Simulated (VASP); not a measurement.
Results of a VASP single-point calculation on PbSe (zincblende)

POSCAR

```
Pb Se
 1.0000000000000000
     0.0000000000000000    3.4232041300268978    3.4232041300268978
     3.4232041300268978   -0.0000000000000000    3.4232041300268978
     3.4232041300268978    3.4232041300268978   -0.0000000000000000
 Pb  Se
   1   1
Cartesian
 -0.0000000000000000 -0.0000000000000000  0.0000000000000000
  1.7116020650134487  1.7116020650134487  1.7116020650134487
```

```json
{"gap between bands v and c": "0.79 eV", "least direct gap": "1.34 eV"}
```

Band v is the last that the valence electrons fill when counted band by band, and c is the next. Levels in eV from the top of v:

```tsv
point	v−1	v	c	c+1
Γ	-1.74	-1.74	2.34	2.34
X	-2.99	-0.55	0.79	5.20
W	-3.19	0.00	2.46	2.90
K	-2.78	-0.38	1.86	4.22
L	-2.28	-2.04	3.12	3.12
```

Which of these levels of theory gave these results?
A. HSE06
B. LDA
C. PBE
D. r²SCAN
E. PBEsol
F. PBE0
G. PBE with spin–orbit coupling

D.

The INCAR was:

```
LREAL = .FALSE.
LASPH = .TRUE.
EDIFF = 1E-7
NBANDS = 17
ALGO = Normal
SIGMA = 0.01
NSW = 0
NELM = 120
ENCUT = 520
LWAVE = .FALSE.
ISIF = 2
LCHARG = .FALSE.
IBRION = -1
ISMEAR = 0
METAGGA = R2SCAN
PREC = Accurate
```
